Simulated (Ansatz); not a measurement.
# A N vacancy in wurtzite AlN, 95 atoms, charge +1

Level of theory: DFT, PBEsol, PAW, plane waves in Ansatz 0.2.0.

Command:

```sh
ansatz run in.yaml --threads 8 --pin off --max-ram 17100MiB --runs-dir r --events-out ev --progress --plain
```

The input less its lattice and atoms:

```yaml
crystal:
  symmetry: { detect: false }
kpoints:
  mp_grid: { grid: [1, 1, 1], shift: [0.25, 0.25, 0.25] }
hamiltonian:
  xc: pbesol
total_charge: 1
scf:
  occupations: { method: fermi_dirac, width: 0.01 }
relax:
  f_tol: 0.03
  max_steps: 80
  escape_saddle: false
  adjacent_minimum: "off"
output:
  forces: true
  eigenvalues: true
  populations: true
  charged_corrections: { epsilon: 8.5 }
  write_density: true
  write_potential: true
  elf: true
  volumetric_format: npy
```

Start:

```
Al N
1.0
     9.34145    0.00000    0.00000
     0.00000   10.78657    0.00000
     0.00000    0.00000    9.96706
Al N
48 47
Direct
  0.16353 0.08317 0.25011
  0.16912 0.08297 0.74858
  0.00149 0.33275 0.24437
  0.99979 0.33541 0.74574
  0.50015 0.08536 0.24676
  0.50284 0.08587 0.74768
  0.32975 0.33491 0.24977
  0.33487 0.33317 0.74932
  0.16631 0.58110 0.25209
  0.16431 0.58198 0.74618
  0.00085 0.83160 0.24847
  0.99762 0.83178 0.74807
  0.83279 0.08631 0.24652
  0.83637 0.08280 0.74843
  0.66875 0.33228 0.24672
  0.67053 0.33441 0.74884
  0.49722 0.58078 0.24818
  0.49383 0.58565 0.74534
  0.33213 0.83618 0.24434
  0.33296 0.83379 0.74998
  0.83224 0.58094 0.24754
  0.83091 0.58198 0.74765
  0.66717 0.83142 0.24859
  0.66629 0.83762 0.74819
  0.99955 0.16795 0.49809
  0.00073 0.16596 0.99835
  0.33619 0.16609 0.49675
  0.33670 0.16782 0.99881
  0.16409 0.41863 0.50216
  0.16609 0.41707 0.99850
  0.00080 0.67098 0.49967
  0.99838 0.66563 0.99578
  0.66847 0.17053 0.49830
  0.66380 0.16672 0.00158
  0.50020 0.41796 0.49883
  0.50096 0.41588 0.00282
  0.33164 0.66560 0.49609
  0.33242 0.66519 0.99692
  0.16807 0.91667 0.49930
  0.16708 0.91463 0.99590
  0.83336 0.41410 0.49913
  0.82838 0.41457 0.99786
  0.66587 0.66396 0.50181
  0.66762 0.66704 0.99718
  0.49702 0.91827 0.49412
  0.49673 0.91494 0.99842
  0.83400 0.91757 0.49639
  0.83210 0.91890 0.99934
  0.00114 0.16701 0.18713
  0.99757 0.16527 0.68748
  0.33438 0.16794 0.19010
  0.33024 0.16606 0.68711
  0.16160 0.41641 0.18951
  0.16544 0.41913 0.69465
  0.00112 0.66870 0.18784
  0.99953 0.66649 0.69090
  0.66491 0.16269 0.18784
  0.66582 0.16898 0.68953
  0.49886 0.41831 0.18796
  0.49961 0.41759 0.68880
  0.33330 0.66666 0.18668
  0.33606 0.66636 0.69295
  0.16744 0.91672 0.18856
  0.17056 0.91866 0.69011
  0.83163 0.41662 0.19219
  0.83493 0.41753 0.68939
  0.66527 0.66941 0.18977
  0.66565 0.66828 0.68890
  0.50186 0.91664 0.18937
  0.50553 0.91912 0.68996
  0.83330 0.91689 0.19141
  0.83593 0.91915 0.69342
  0.17006 0.08296 0.44018
  0.16569 0.08386 0.93874
  0.00342 0.33752 0.43846
  0.00249 0.33590 0.94219
  0.50069 0.08240 0.43727
  0.50138 0.08192 0.93809
  0.33330 0.33592 0.43970
  0.33476 0.33209 0.94312
  0.16763 0.58404 0.43675
  0.16795 0.58352 0.93833
  0.99696 0.83154 0.44025
  0.99745 0.83403 0.94180
  0.83153 0.08559 0.43905
  0.83342 0.08016 0.93886
  0.66735 0.33453 0.43852
  0.66766 0.33315 0.93935
  0.49922 0.58269 0.94041
  0.33334 0.83069 0.43914
  0.33615 0.83348 0.94053
  0.83434 0.58276 0.44025
  0.83301 0.58220 0.93914
  0.66697 0.83456 0.43623
  0.66876 0.83557 0.93837
```

Steps:

```
 step  energy less the first (eV)  largest force component (eV/Å)
start                       0.000                           1.605
    1                      -0.938                           0.965
    2                      -1.346                           0.051
    3                      -1.347                           0.011
```

End:

```
Al N
1.0
     9.34145    0.00000    0.00000
     0.00000   10.78657    0.00000
     0.00000    0.00000    9.96706
Al N
48 47
Direct
  0.16656 0.08364 0.24791
  0.16660 0.08364 0.74831
  0.99999 0.33318 0.24791
  0.99997 0.33308 0.74858
  0.49996 0.08393 0.24802
  0.49994 0.08401 0.74856
  0.33226 0.33322 0.24790
  0.33258 0.33345 0.74865
  0.16580 0.58300 0.24788
  0.16611 0.58311 0.74867
  0.99995 0.83379 0.24807
  0.99994 0.83381 0.74854
  0.83337 0.08369 0.24792
  0.83329 0.08367 0.74834
  0.66769 0.33321 0.24788
  0.66732 0.33345 0.74869
  0.49993 0.58361 0.24077
  0.49996 0.58364 0.74980
  0.33344 0.83469 0.24793
  0.33347 0.83431 0.74865
  0.83414 0.58292 0.24784
  0.83379 0.58308 0.74874
  0.66651 0.83470 0.24794
  0.66644 0.83432 0.74867
  0.00001 0.16671 0.49830
  0.00000 0.16679 0.99815
  0.33327 0.16655 0.49851
  0.33328 0.16675 0.99821
  0.16597 0.41645 0.49904
  0.16645 0.41677 0.99815
  0.99987 0.66751 0.49875
  0.99999 0.66729 0.99827
  0.66662 0.16659 0.49854
  0.66667 0.16675 0.99821
  0.49998 0.41318 0.49946
  0.49999 0.41643 0.99815
  0.32950 0.66884 0.49940
  0.33281 0.66725 0.99811
  0.16620 0.91729 0.49847
  0.16649 0.91715 0.99820
  0.83404 0.41636 0.49906
  0.83355 0.41674 0.99816
  0.67052 0.66883 0.49941
  0.66715 0.66725 0.99816
  0.49997 0.91775 0.49899
  0.49998 0.91721 0.99814
  0.83370 0.91738 0.49848
  0.83350 0.91717 0.99823
  0.99998 0.16681 0.18917
  0.99996 0.16675 0.68908
  0.33334 0.16719 0.18933
  0.33339 0.16736 0.68911
  0.16660 0.41701 0.18917
  0.16655 0.41696 0.68943
  0.99996 0.66688 0.18953
  0.99994 0.66682 0.68918
  0.66658 0.16718 0.18931
  0.66650 0.16736 0.68915
  0.49999 0.41712 0.19110
  0.49996 0.41811 0.68840
  0.33338 0.66692 0.19111
  0.33430 0.66641 0.68835
  0.16679 0.91676 0.18936
  0.16688 0.91666 0.68909
  0.83338 0.41694 0.18917
  0.83339 0.41695 0.68947
  0.66656 0.66692 0.19120
  0.66566 0.66641 0.68839
  0.49997 0.91708 0.18921
  0.49996 0.91710 0.68942
  0.83316 0.91679 0.18938
  0.83301 0.91669 0.68910
  0.16700 0.08354 0.43905
  0.16677 0.08359 0.93918
  0.00005 0.33359 0.43909
  0.00000 0.33360 0.93929
  0.49996 0.08383 0.43916
  0.49996 0.08362 0.93929
  0.33342 0.33475 0.43904
  0.33366 0.33385 0.93946
  0.16738 0.58324 0.43912
  0.16688 0.58381 0.93946
  0.99993 0.83342 0.43922
  0.99997 0.83363 0.93935
  0.83296 0.08375 0.43905
  0.83318 0.08360 0.93920
  0.66656 0.33479 0.43902
  0.66630 0.33385 0.93949
  0.49998 0.58365 0.94075
  0.33433 0.83294 0.43907
  0.33334 0.83325 0.93949
  0.83259 0.58293 0.43903
  0.83307 0.58378 0.93958
  0.66563 0.83303 0.43906
  0.66663 0.83326 0.93952
```

The run converged.

Time: 54 s of wall time on 8 threads of a Neoverse-V1 processor, on a host shared with other runs; peak host memory 1.8 GiB.

How much energy did the relaxation gain, and which atom moved most?

1.35 eV in 3 steps, from a start with small random displacements; atom 17 (Al) moved 0.08 Å, the median atom 0.03 Å (drift of the whole cell removed).

The one k point has no symmetry partners, which can distort the end along one axis.
